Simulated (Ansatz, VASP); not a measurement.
## One calculation of PbS, two programs

```
CELL_PARAMETERS angstrom
4.89502 0.00000 0.00000
-2.44751 4.23921 0.00000
0.00000 0.00000 5.87526
ATOMIC_POSITIONS crystal
Pb 0.33333 0.66667 0.93592
Pb 0.66667 0.33333 0.43592
S 0.33333 0.66667 0.43908
S 0.66667 0.33333 0.93908
```

Alike in both runs: task single point; functional r2SCAN; k mesh 6 × 6 × 4; no spin polarisation.

|  | VASP | Ansatz |
| --- | --- | --- |
| version | VASP 6.6.1 | Ansatz 0.2.0 |
| potentials or method | VASP PAW PBE potentials, release 64 (Pb_d, S) | plane waves, PAW |
| plane-wave cutoff (eV) | 520 | 500 |
| occupations | gaussian, width 0.01 eV | fixed |
| valence electrons in the cell | 40 | 40 |

Ansatz gave:

- gap on the k mesh at the Fermi level (eV): 1.62
- pressure (GPa): 3.1
- largest component of the traceless stress (GPa): 0.20
- rms of the force components (eV/Å): 0.007

Which values does VASP return?

gap on the k mesh at the Fermi level (eV): 1.63; pressure (GPa): 3.1; largest component of the traceless stress (GPa): 0.19; rms of the force components (eV/Å): 0.008.

Atom by atom the forces differ by 0.001 eV/Å (rms over components).

Caveats: the PAW data sets were made with another functional, which shifts forces and pressure a little (VASP); spin-orbit coupling is left out, which as a rule narrows the gap of such compounds by several tenths of an eV. A k mesh can miss the band edges.
